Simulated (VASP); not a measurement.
Write the native input for VASP 6.6.1 that does the following.

- Task: relaxation of shape and atoms at fixed volume
- Functional: PBE
- Dispersion: D3(BJ)
- Potentials or basis: VASP PAW PBE potentials, release 64 (Te)
- Cutoff: 600 eV
- k mesh: 9 × 9 × 6
- Occupations: gaussian, width 0.03 eV
- Spin: no spin polarisation
- Further INCAR settings: ALGO = Normal; EDIFF = 1e-07; IBRION = 2; EDIFFG = -0.01; NSW = 40; ISIF = 4

The structure of Te lies in POSCAR:

```
Te                                      
1.0
    4.3677575760     -0.0000000000     -0.0000000000
   -2.1838787879      3.7825890184      0.0000000000
    0.0000000000      0.0000000000      6.0523457501
  Te            
     3
Direct
     0.2853094469543933    0.0000000000000000    0.3333333332999970
     0.0000000000000000    0.2853094469543933    0.6666666667000030
     0.7146905530456067    0.7146905530456067    0.0000000000000000
```

The cell isn't the ideal one: a relaxed cell with its volume scaled by 1.04.

One way to write it, as run:

INCAR

```
ALGO = Normal
EDIFF = 1E-7
EDIFFG = -0.01
ENCUT = 600
GGA = PE
IBRION = 2
ISIF = 4
ISMEAR = 0
IVDW = 12
LASPH = True
LCHARG = False
LREAL = False
LWAVE = False
NELM = 80
NSW = 40
PREC = Accurate
SIGMA = 0.03
```

KPOINTS

```
k-points
0
Gamma
  9 9 6
```

Potentials or basis: VASP PAW PBE potentials, release 64 (Te).

Command:

```bash
$ cat potpaw_PBE.64/Te/POTCAR > POTCAR
$ mpirun -np 1 vasp_std > vasp.out
```

Results of the run:

```json
{"Energy gained by relaxing": "3.3 meV/atom", "Ionic steps": "6", "Pressure after relaxing": "-1.1 GPa", "Band gap on the k mesh": "0.09 eV, direct", "Dispersion energy per atom": "-0.439 eV"}
```

Caveat: spin-orbit coupling is left out, which moves the levels of the heavy elements; an odd mesh through Γ misses points on the zone boundary, where band edges often lie.

It took 2.8 min on 1 thread of Intel(R) Xeon(R) Platinum 8488C (Sapphire Rapids), on a shared host, peak memory 0.29 GiB.
